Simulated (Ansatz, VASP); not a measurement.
# Two plane-wave programs on Sn

The input INCAR:

```
SYSTEM = Sn
PREC = Accurate ; ENCUT = 520
EDIFF = 1E-7 ; ISMEAR = -1
SIGMA = 0.05 ; LREAL = .False.
LASPH = .True. ; NELM = 100
ALGO = Normal ; ISIF = 2
LWAVE = .False. ; LCHARG = .False.
GGA = PS ; NBANDS = 21
```

File KPOINTS:

```
Automatic mesh
0
Gamma
  9 9 9
  0 0 0
```

File POSCAR:

```
Sn
1.0
   -2.9004039564      2.9004039564      1.5776871502
    2.9004039564     -2.9004039564      1.5776871502
    2.9004039564      2.9004039564     -1.5776871502
Sn
2
Direct
    0.0000000000      0.0000000000      0.0000000000
    0.7500000000      0.2500000000      0.5000000000
```

Contents of input.yaml:

```yaml
crystal:
  lattice:
    - [-2.9004039564, 2.9004039564, 1.5776871502]
    - [2.9004039564, -2.9004039564, 1.5776871502]
    - [2.9004039564, 2.9004039564, -1.5776871502]
  atoms:
    - { symbol: Sn, position: [0.0, 0.0, 0.0] }
    - { symbol: Sn, position: [0.75, 0.25, 0.5] }
hamiltonian:
  xc: pbesol
  pseudopotentials: { kind: paw }
kpoints:
  mp_grid: { grid: [9, 9, 9] }
scf:
  occupations: { method: fermi_dirac, width: 0.05 }
output:
  forces: true
  stress: true
  eigenvalues: true
```

Change from the starting cell: volume scaled by 0.96.

Alike in both runs: task single point; functional PBEsol; k mesh 9 × 9 × 9; occupations fermi-dirac, width 0.05 eV; no spin polarisation.

|  | VASP | Ansatz |
| --- | --- | --- |
| version | VASP 6.6.1 | Ansatz 0.2.0 |
| potentials or method | VASP PAW PBE potentials, release 64 (Sn_d) | Ansatz PAW |
| plane-wave cutoff (eV) | 520 | 420 |
| valence electrons in the cell | 28 | 28 |

```tsv
	VASP	Ansatz	Ansatz less VASP
gap on the k mesh at the Fermi level (eV)	none	none	-
pressure (GPa)	0.7	0.8	+0.06
largest component of the traceless stress (GPa)	0.39	0.40	+0.005
```

A gap of «none» marks a metal or a gap that the smearing closes.

Caveats: the PAW data sets were made with another functional, which shifts forces and pressure a little (VASP); the PAW data sets come from PBE, with cores solved anew for the run's functional, which leaves a small shift of forces and pressure (Ansatz).
